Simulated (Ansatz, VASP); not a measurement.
# Two plane-wave programs on ZnSe

```
Se Zn
1.0
     3.98327    0.00000    0.00000
    -1.99164    3.44962    0.00000
     0.00000    0.00000   24.31774
Se Zn
3 3
Cartesian
  0.0000 0.0000 8.5000
  0.0000 2.2997 11.7523
  1.9916 1.1499 15.1005
  0.0000 2.2997 9.3131
  1.9916 1.1499 12.3950
  0.0000 0.0000 15.4273
```

Alike in both runs: functional PBEsol; k mesh 9 × 9 × 1; occupations gaussian, width 0.05 eV; no spin polarisation.

Ansatz relaxed the structure, and its values are those at the end. VASP's run is a single point on that final structure, the one shown.

```csv
,VASP,Ansatz
version,VASP 6.6.1,Ansatz 0.2.0
potentials or method,"VASP PAW PBE potentials, release 64 (Se, Zn)","scalar-relativistic, plane waves, PAW"
plane-wave cutoff (eV),520,420
valence electrons in the cell,54,84
```

```csv
,VASP,Ansatz,Ansatz less VASP
gap on the k mesh at the Fermi level (eV),none,none,-
rms of the force components (eV/Å),0.285,0.285,-0.0003
```

A gap of «none» marks a metal or a gap that the smearing closes. The two sets of potentials don't hold the same shells in valence. Ansatz warned: «xc_potential_rough_in_thin_density».

Caveats: the PAW data sets were made with another functional, which shifts forces and pressure a little (VASP).
